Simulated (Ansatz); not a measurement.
A relaxation computed with Ansatz, from input to last step.

```yaml
crystal:
  lattice:
    - [3.9837441838, 0.0, 0.0]
    - [-1.9918720919, 3.4500236655, 0.0]
    - [0.0, 0.0, 4.2044285887]
  atoms:
    - { symbol: Zr, position: [0.0, 0.0, 0.5] }
    - { symbol: Zr, position: [0.3333333333, 0.6666666667, 0.0] }
    - { symbol: Zr, position: [0.6666666667, 0.3333333333, 0.0] }
    - { symbol: B, position: [0.0, 0.0, 0.0] }
basis:
  ecutwfc: 420
kpoints:
  mp_grid: { grid: [6, 6, 4] }
hamiltonian:
  xc: pbe
scf:
  occupations: { method: gaussian, width: 0.1 }
  lower_state_search: "off"
output:
  forces: true
  stress: true
  eigenvalues: true
relax:
  adjacent_minimum: "off"
  f_tol: 0.04
  max_steps: 70
  cell: { stress_tol: 0.4 }
```

```bash
ansatz run input.yaml --threads 1 --pin off --max-ram 2560MiB --backend cpu --events-out ev --progress --plain --runs-dir out
```

Method: Ansatz 0.2.0, DFT PBE, scalar-relativistic, plane waves, PAW.

Of 8 frames 7 are shown, positions in Å and forces in eV/Å; the SCF threshold varies from step to step. Steps run on the plane waves of an earlier cell, with a Pulay correction in the pressure. The basis is chosen afresh for the last frame, the zero of the energies, and at times for earlier ones too; energy and pressure step there, also at an unchanged geometry. Here that happened at step 6 (-7 meV/atom, 0.3 GPa); the frames before carry an error of that size.

```xyz
4
Lattice="3.9837 0.0000 0.0000 -1.9919 3.4500 0.0000 0.0000 0.0000 4.2044" Properties=species:S:1:pos:R:3:forces:R:3 pbc="T T T" step=1 free_energy_over_end_meV_per_atom=942.17 pressure_GPa=66.31
Zr    0.0000    0.0000    2.1022    0.0000    0.0000    0.0000
Zr    0.0000    2.3000    0.0000    0.0000    0.0000    0.0000
Zr    1.9919    1.1500    0.0000    0.0000    0.0000    0.0000
B     0.0000    0.0000    0.0000    0.0000    0.0000    0.0000
4
Lattice="4.1809 0.0000 0.0000 -2.0904 3.6207 0.0000 0.0000 0.0000 4.3674" Properties=species:S:1:pos:R:3:forces:R:3 pbc="T T T" step=2 free_energy_over_end_meV_per_atom=324.31 pressure_GPa=30.85
Zr    0.0000    0.0000    2.1837    0.0000    0.0000    0.0000
Zr    0.0000    2.4138    0.0000    0.0000    0.0000    0.0000
Zr    2.0904    1.2069    0.0000    0.0000    0.0000    0.0000
B     0.0000    0.0000    0.0000    0.0000    0.0000    0.0000
4
Lattice="4.3751 0.0000 0.0000 -2.1875 3.7889 0.0000 0.0000 0.0000 4.5190" Properties=species:S:1:pos:R:3:forces:R:3 pbc="T T T" step=3 free_energy_over_end_meV_per_atom=55.26 pressure_GPa=9.37
Zr    0.0000    0.0000    2.2595    0.0000    0.0000    0.0000
Zr    0.0000    2.5259    0.0000    0.0000    0.0000    0.0000
Zr    2.1875    1.2630    0.0000    0.0000    0.0000    0.0000
B     0.0000    0.0000    0.0000    0.0000    0.0000    0.0000
4
Lattice="4.5724 0.0000 0.0000 -2.2862 3.9598 0.0000 0.0000 0.0000 4.5193" Properties=species:S:1:pos:R:3:forces:R:3 pbc="T T T" step=4 free_energy_over_end_meV_per_atom=9.41 pressure_GPa=-1.39
Zr    0.0000    0.0000    2.2597    0.0000    0.0000    0.0000
Zr    0.0000    2.6399    0.0000    0.0000    0.0000    0.0000
Zr    2.2862    1.3199    0.0000    0.0000    0.0000    0.0000
B     0.0000    0.0000    0.0000    0.0000    0.0000    0.0000
4
Lattice="4.5355 0.0000 0.0000 -2.2677 3.9278 0.0000 0.0000 0.0000 4.5331" Properties=species:S:1:pos:R:3:forces:R:3 pbc="T T T" step=5 free_energy_over_end_meV_per_atom=7.42 pressure_GPa=-0.02
Zr    0.0000    0.0000    2.2666    0.0000    0.0000    0.0000
Zr    0.0000    2.6186    0.0000    0.0000    0.0000    0.0000
Zr    2.2677    1.3093    0.0000    0.0000    0.0000    0.0000
B     0.0000    0.0000    0.0000    0.0000    0.0000    0.0000
4
Lattice="4.5355 0.0000 0.0000 -2.2677 3.9278 0.0000 0.0000 0.0000 4.5331" Properties=species:S:1:pos:R:3:forces:R:3 pbc="T T T" step=6 free_energy_over_end_meV_per_atom=0.10 pressure_GPa=0.28
Zr    0.0000    0.0000    2.2666    0.0000    0.0000    0.0000
Zr    0.0000    2.6186    0.0000    0.0000    0.0000    0.0000
Zr    2.2677    1.3093    0.0000    0.0000    0.0000    0.0000
B     0.0000    0.0000    0.0000    0.0000    0.0000    0.0000
4
Lattice="4.5431 0.0000 0.0000 -2.2716 3.9345 0.0000 0.0000 0.0000 4.5299" Properties=species:S:1:pos:R:3:forces:R:3 pbc="T T T" step=8 free_energy_over_end_meV_per_atom=0.00 pressure_GPa=0.01
Zr    0.0000    0.0000    2.2649    0.0000    0.0000    0.0000
Zr    0.0000    2.6230    0.0000    0.0000    0.0000    0.0000
Zr    2.2716    1.3115    0.0000    0.0000    0.0000    0.0000
B     0.0000    0.0000    0.0000    0.0000    0.0000    0.0000
```

The start puts this composition into another compound's structure type, which needn't suit it. The cell swells from 14.4 to 20.2 Å³ an atom, so the end can be far from any stable crystal. At the end the space group is P6/mmm (tolerance 0.05 Å).

The k mesh is coarse.